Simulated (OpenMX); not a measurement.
The system is Mo.

```
Mo
1.0
    -1.58381    1.58381    1.58381
     1.58381   -1.58381    1.58381
     1.58381    1.58381   -1.58381
Mo
1
Direct
  0.00000 0.00000 0.00000
```

Base run:

- Program: OpenMX 3.8.5
- Functional: PBE
- Dispersion: D4
- Potentials or basis: OpenMX 2013 PBE set, Mo7.0-s3p2d2, grid cutoff 400 Ry
- k mesh: 9 × 9 × 9
- Occupations: fermi-dirac, width 0.05 eV
- Spin: no spin polarisation

Its results: band gap on the k mesh none (metal or under the smearing width); pressure -3.8 GPa.

Q: The run is repeated on the same cell with these changes: dispersion from D4 to D3(BJ). What comes out?

A: Band gap on the k mesh none (metal or under the smearing width); pressure -5.4 GPa.

Caveats: the basis of atomic orbitals isn't converged, which shifts pressures, moduli and gaps; pairwise dispersion overbinds metals, which lowers pressure and volume.
